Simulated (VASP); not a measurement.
Input of a VASP 6.6.1 run:

Contents of INCAR:

```
  ALGO = Normal
  EDIFF = 1E-6
  EDIFFG = -0.01
  ENCUT = 600
  GGA = PS
  IBRION = 2
  ISIF = 3
  ISMEAR = 0
  KPAR = 4
  LASPH = True
  LCHARG = False
  LREAL = False
  LWAVE = False
  NELM = 80
  NSW = 90
  PREC = Accurate
  SIGMA = 0.03
```

KPOINTS

```
k-points
0
Gamma
  4 8 4
```

The input POSCAR:

```
Sb2Se3
1.0
   11.7700000000      0.0000000000      0.0000000000
    0.0000000000      3.9620000000      0.0000000000
    0.0000000000      0.0000000000     11.6200000000
Sb Se
8 12
Direct
    0.0305000000      0.2500000000      0.3280000000
    0.9695000000      0.7500000000      0.6720000000
    0.4695000000      0.7500000000      0.8280000000
    0.5305000000      0.2500000000      0.1720000000
    0.1478000000      0.7500000000      0.0397000000
    0.8522000000      0.2500000000      0.9603000000
    0.3522000000      0.2500000000      0.5397000000
    0.6478000000      0.7500000000      0.4603000000
    0.0534000000      0.2500000000      0.8732000000
    0.9466000000      0.7500000000      0.1268000000
    0.4466000000      0.7500000000      0.3732000000
    0.5534000000      0.2500000000      0.6268000000
    0.1302000000      0.7500000000      0.4434000000
    0.8698000000      0.2500000000      0.5566000000
    0.3698000000      0.2500000000      0.9434000000
    0.6302000000      0.7500000000      0.0566000000
    0.2132000000      0.2500000000      0.1935000000
    0.7868000000      0.7500000000      0.8065000000
    0.2868000000      0.7500000000      0.6935000000
    0.7132000000      0.2500000000      0.3065000000
```

Potentials or basis: VASP PAW PBE potentials, release 64 (Sb, Se).

Run with:

```sh
$ cat potpaw_PBE.64/Sb/POTCAR potpaw_PBE.64/Se/POTCAR > POTCAR
$ mpirun -np 4 vasp_std > vasp.out
```

Predict the relaxed volume.

26.55 Å³/atom.

Estimate the relaxed cell.

a = 11.797 Å, b = 3.977 Å, c = 11.319 Å, α = 90.00°, β = 90.00°, γ = 90.00°.

Forces in eV/Å, atoms in the order of the input:
```
Sb  -0.008  0.000  0.006
Sb   0.008  0.000 -0.006
Sb   0.008  0.000  0.006
Sb  -0.008  0.000 -0.006
Sb  -0.006  0.000  0.000
Sb   0.006  0.000  0.000
Sb   0.006  0.000  0.000
Sb  -0.006  0.000  0.000
Se   0.009  0.000  0.003
Se  -0.009  0.000 -0.003
Se  -0.009  0.000  0.003
Se   0.009  0.000 -0.003
Se   0.000  0.000  0.004
Se   0.000  0.000 -0.004
Se   0.000  0.000  0.004
Se   0.000  0.000 -0.004
Se  -0.005  0.000  0.006
Se   0.005  0.000 -0.006
Se   0.005  0.000  0.006
Se  -0.005  0.000 -0.006
```

Caveat: the PAW data sets were made with another functional, which shifts forces and pressure a little.
